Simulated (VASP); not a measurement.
Crystal: ScAl3.

```xyz
4
Lattice="4.0878 0.0000 0.0000 0.0000 4.0878 0.0000 0.0000 0.0000 4.0878" Properties=species:S:1:pos:R:3 pbc="T T T"
Sc    0.0000    0.0000    0.0000
Al    2.0439    2.0439    0.0000
Al    0.0000    2.0439    2.0439
Al    2.0439    0.0000    2.0439
```

The cell is a database's computed one.

| Item | Value |
| --- | --- |
| Program | VASP 6.6.1 |
| Task | relaxation of cell and atoms |
| Functional | PBE |
| Dispersion | D3(BJ) |
| Potentials or basis | VASP PAW PBE potentials, release 64 (Sc_sv, Al) |
| Cutoff | 600 eV |
| k mesh | 7 × 7 × 7 |
| Occupations | fermi-dirac, width 0.05 eV |
| Spin | no spin polarisation |

At the start: pressure -2.5 GPa; volume 17.08 Å³/atom.

Q: Where does the relaxation end?

A: Over 3 steps the energy falls by 3.8 meV/atom and the volume is 16.60 Å³/atom (-2.8 %); space group Pm-3m (No. 221, to 0.05 Å).

The path:
```csv
step,energy change (eV),largest force (eV/Å),pressure (GPa),volume (Å³)
1,0.0000,0.0000,-2.49,68.31
2,-0.0133,0.0000,1.08,65.72
3,-0.0154,0.0000,-0.01,66.40
```

Final structure:
```yaml
crystal:
  lattice:
    - [4.04944, 0.00000, 0.00000]
    - [0.00000, 4.04944, 0.00000]
    - [0.00000, 0.00000, 4.04944]
  atoms:
    - { symbol: Sc, position: [0.00000, 0.00000, 0.00000] }
    - { symbol: Al, position: [0.50000, 0.50000, 0.00000] }
    - { symbol: Al, position: [0.00000, 0.50000, 0.50000] }
    - { symbol: Al, position: [0.50000, 0.00000, 0.50000] }
```

Caveat: pairwise dispersion overbinds metals, which lowers pressure and volume.
